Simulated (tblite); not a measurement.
Species: 1-propanethiol, C₃H₈S.
Structure used (GFN2-xTB), in Å, numbered top down from 1:
```xyz
12
C3H8S angstrom
C     -1.5665   -0.1779   -0.0196
C     -0.0896   -0.5437    0.0698
C      0.7913    0.6380   -0.3011
S      2.5701    0.2270   -0.2290
H     -1.8267    0.1240   -1.0315
H     -1.7981    0.6448    0.6536
H     -2.1824   -1.0304    0.2552
H      0.1274   -1.3769   -0.6019
H      0.1451   -0.8658    1.0878
H      0.6170    1.4908    0.3557
H      0.6199    0.9450   -1.3326
H      2.5938   -0.0757    1.0676
```

Calculated harmonic vibrations of the isolated species, GFN2-xTB (tblite), most abundant isotopes, no scaling. This tight-binding method is rough: wavenumbers can miss measured ones by several per cent, in bad cases by 10 to 20. Modes of hydrogen on sulfur can be 10 to 20 % off. One conformer, not necessarily the lowest.

Harmonic wavenumbers (cm⁻¹): 98.1, 204.6, 226.0, 234.5, 358.7, 721.5, 763.0, 813.0, 903.2, 944.5, 1070.9, 1085.4, 1121.1, 1217.4, 1239.1, 1268.7, 1339.1, 1415.0, 1452.2, 1492.6, 1500.1, 1503.3, 2432.2, 2964.4, 2975.4, 2989.4, 3004.7, 3033.2, 3038.7, 3043.9.

A = 23844, B = 2379, C = 2279 MHz; mass 76.035 u (most abundant isotopes); point group C1, symmetry number 1.

What is the zero-point energy?

Half the sum of the wavenumbers: 22227 cm⁻¹ = 265.89 kJ/mol.

Entropy at 273.15 K, 1 bar (ideal gas, RRHO, classical rotation)?

Translation 161.05, rotation 104.86, vibration 44.62: S = 310.5 J/(mol K).

And Cp and H(273.15 K) − H(0)?

Cp = 86.10 J/(mol K), of which vibrations give 52.84 (their classical limit is 30 R = 249.4); H(273.15 K) − H(0) = 16.09 kJ/mol without the zero-point energy, 7.01 from vibrations.

What must be added to the electronic energy to get the Gibbs energy at 273.15 K and 1 bar?

ZPE + [H(273.15 K) − H(0)] − T·S = 265.89 + 16.09 − 84.82 = 197.16 kJ/mol.

Which modes carry the vibrational entropy at 273.15 K?

98.1 cm⁻¹: 13.90; 204.6 cm⁻¹: 8.08; 226.0 cm⁻¹: 7.34; 234.5 cm⁻¹: 7.07; 358.7 cm⁻¹: 4.16; 721.5 cm⁻¹: 0.91 J/(mol K); the other 24 give 3.16 together.

Blend soft modes into free rotors: weight 1/[1 + (100 cm⁻¹/ν̃)⁴] for the oscillator and the rest for a rotor with moment μB/(μ + B), μ = h/(8π²ν), B = 10⁻⁴⁴ kg m². What vibrational entropy results?

43.57 J/(mol K) in place of 44.62, which changes −T·S at 273.15 K by +0.29 kJ/mol.

How do the functions run with temperature in this model?

```
T (K)  S (J/(mol K))  Cp (J/(mol K))  H − H(0) (kJ/mol)  G − H(0) (kJ/mol)  ln q(vib)
  100          243.4            53.1               4.07             -20.27       0.41
  200          286.2            71.5              10.34             -46.89       1.46
  300          318.9            92.0              18.48             -77.18       2.59
  500          376.4           135.7              41.37            -146.82       4.92
  800          451.2           182.7              89.67            -271.28       8.50
 1000          494.4           204.2             128.46            -365.91      10.84
```

q(vib) and H(0) count from the zero-point level.

Hindered rotation and anharmonicity are outside this model. Other conformers, if any are populated, would add a mixing term that is left out. The structure is chiral; the term R ln 2 for an equal mix with its mirror image is left out.
